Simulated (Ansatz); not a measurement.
Input, command and steps of an Ansatz relaxation.

```yaml
crystal:
  lattice:
    - [-3.2322553725, 3.3988447241, 3.3988514716]
    - [3.2322553725, -3.3988447241, 3.3988514716]
    - [3.2322553725, 3.3988447241, -3.3988514716]
  atoms:
    - { symbol: Sn, position: [0.9999687264, 0.2499687264, 0.75] }
    - { symbol: Sn, position: [3.12736e-05, 0.7500312736, 0.25] }
    - { symbol: Sn, position: [0.5, 0.5, 0.5] }
    - { symbol: Sn, position: [0.5, 0.0, 0.0] }
    - { symbol: O, position: [0.1941001921, 0.1941267559, 0.5000265639] }
    - { symbol: O, position: [0.6941449339, 0.750044538, 0.9441003959] }
    - { symbol: O, position: [0.1941001921, 0.6940736282, 0.9999734361] }
    - { symbol: O, position: [0.3059441422, 0.750044538, 0.5558996041] }
    - { symbol: O, position: [0.6940558578, 0.249955462, 0.4441003959] }
    - { symbol: O, position: [0.3058550661, 0.249955462, 0.0558996041] }
    - { symbol: O, position: [0.8058998079, 0.3059263718, 2.65639e-05] }
    - { symbol: O, position: [0.8058998079, 0.8058732441, 0.4999734361] }
basis:
  ecutwfc: 500
kpoints:
  mp_grid: { grid: [6, 6, 6] }
hamiltonian:
  xc: r2scan
scf:
  occupations: { method: gaussian, width: 0.02 }
output:
  forces: true
  stress: true
  eigenvalues: true
  write_density: true
  write_potential: true
  elf: true
  volumetric_format: npy
relax:
  adjacent_minimum: "off"
  f_tol: 0.01
  max_steps: 30
  cell: { stress_tol: 0.1, fix: [volume] }
```

```bash
ansatz run input.yaml --threads 2 --pin off --max-ram 5120MiB --backend cpu --events-out ev --progress --plain --runs-dir out
```

Computed with DFT r2SCAN, scalar-relativistic, plane waves, PAW in Ansatz 0.2.0.

The volume is held at 1.03 times that of the relaxed cell.

Of 5 frames 4 are shown, positions in Å and forces in eV/Å; the SCF threshold varies from step to step. Steps run on the plane waves of an earlier cell, with a Pulay correction in the pressure. The basis is chosen afresh for the last frame, the zero of the energies, and at times for earlier ones too; energy and pressure can step there, also at an unchanged geometry. Where two frames share a geometry here, they differ by under 2 meV/atom and 0.3 GPa.

```xyz
12
Lattice="-3.2323 3.3988 3.3989 3.2323 -3.3988 3.3989 3.2323 3.3988 -3.3989" Properties=species:S:1:pos:R:3:forces:R:3 pbc="T T T" step=1 free_energy_over_end_meV_per_atom=0.45 pressure_GPa=-5.92
Sn    0.0000    5.0983    1.6992    0.0000    0.0000    0.0003
Sn    3.2323   -1.6994    1.6996    0.0000    0.0000   -0.0003
Sn    1.6161    1.6994    1.6994    0.0000    0.0000    0.0000
Sn   -1.6161    1.6994    1.6994    0.0000    0.0000    0.0000
O     1.6163    1.6994   -0.3800   -0.0003    0.0000   -0.1012
O     3.2323    3.0189    1.6997    0.0000   -0.1013   -0.0006
O     4.8482    1.6994   -0.3800    0.0003    0.0000   -0.1012
O     3.2323    0.3800    1.6997    0.0000    0.1013   -0.0006
O     0.0000    3.0189    1.6991    0.0000   -0.1013    0.0006
O     0.0000    0.3800    1.6991    0.0000    0.1013    0.0006
O    -1.6160    1.6994    3.7788   -0.0003    0.0000    0.1012
O     1.6160    1.6994    3.7788    0.0003    0.0000    0.1012
12
Lattice="-3.2199 3.4054 3.4054 3.2199 -3.4054 3.4054 3.2199 3.4054 -3.4054" Properties=species:S:1:pos:R:3:forces:R:3 pbc="T T T" step=2 free_energy_over_end_meV_per_atom=0.14 pressure_GPa=-5.71
Sn    0.0000    5.1080    1.7026    0.0000    0.0000    0.0003
Sn    3.2199   -1.7027    1.7028    0.0000    0.0000   -0.0003
Sn    1.6100    1.7027    1.7027    0.0000    0.0000    0.0000
Sn   -1.6100    1.7027    1.7027    0.0000    0.0000    0.0000
O     1.6100    1.7027   -0.3808   -0.0004    0.0000   -0.0917
O     3.2199    3.0246    1.7028    0.0000   -0.0917   -0.0001
O     4.8298    1.7027   -0.3808    0.0004    0.0000   -0.0917
O     3.2199    0.3808    1.7028    0.0000    0.0917   -0.0001
O     0.0000    3.0246    1.7026    0.0000   -0.0917    0.0001
O     0.0000    0.3808    1.7026    0.0000    0.0917    0.0001
O    -1.6099    1.7027    3.7861   -0.0004    0.0000    0.0917
O     1.6099    1.7027    3.7861    0.0004    0.0000    0.0917
12
Lattice="-3.2169 3.4069 3.4069 3.2169 -3.4069 3.4069 3.2169 3.4069 -3.4069" Properties=species:S:1:pos:R:3:forces:R:3 pbc="T T T" step=3 free_energy_over_end_meV_per_atom=0.00 pressure_GPa=-5.48
Sn    0.0000    5.1104    1.7034    0.0000    0.0000    0.0003
Sn    3.2169   -1.7035    1.7035    0.0000    0.0000   -0.0003
Sn    1.6085    1.7035    1.7035    0.0000    0.0000    0.0000
Sn   -1.6085    1.7035    1.7035    0.0000    0.0000    0.0000
O     1.6085    1.7035   -0.3864    0.0000    0.0000    0.0214
O     3.2169    3.0206    1.7035    0.0000    0.0213    0.0000
O     4.8254    1.7035   -0.3864    0.0000    0.0000    0.0214
O     3.2169    0.3864    1.7035    0.0000   -0.0213    0.0000
O     0.0000    3.0206    1.7034    0.0000    0.0213    0.0000
O     0.0000    0.3864    1.7034    0.0000   -0.0213    0.0000
O    -1.6085    1.7035    3.7933    0.0000    0.0000   -0.0214
O     1.6085    1.7035    3.7933    0.0000    0.0000   -0.0214
12
Lattice="-3.2168 3.4070 3.4070 3.2168 -3.4070 3.4070 3.2168 3.4070 -3.4070" Properties=species:S:1:pos:R:3:forces:R:3 pbc="T T T" step=5 free_energy_over_end_meV_per_atom=0.00 pressure_GPa=-5.51
Sn    0.0000    5.1105    1.7035    0.0000    0.0000    0.0001
Sn    3.2168   -1.7035    1.7035    0.0000    0.0000   -0.0001
Sn    1.6084    1.7035    1.7035    0.0000    0.0000    0.0000
Sn   -1.6084    1.7035    1.7035    0.0000    0.0000    0.0000
O     1.6084    1.7035   -0.3853    0.0000    0.0000    0.0004
O     3.2168    3.0217    1.7035    0.0000    0.0003    0.0000
O     4.8251    1.7035   -0.3853    0.0000    0.0000    0.0004
O     3.2168    0.3853    1.7035    0.0000   -0.0003    0.0000
O     0.0000    3.0217    1.7035    0.0000    0.0003    0.0000
O     0.0000    0.3853    1.7035    0.0000   -0.0003    0.0000
O    -1.6084    1.7035    3.7924    0.0000    0.0000   -0.0004
O     1.6084    1.7035    3.7924    0.0000    0.0000   -0.0004
```

It took 2.1 min on 2 threads of Arm Neoverse V2 (shared host), peak memory 1.1 GiB.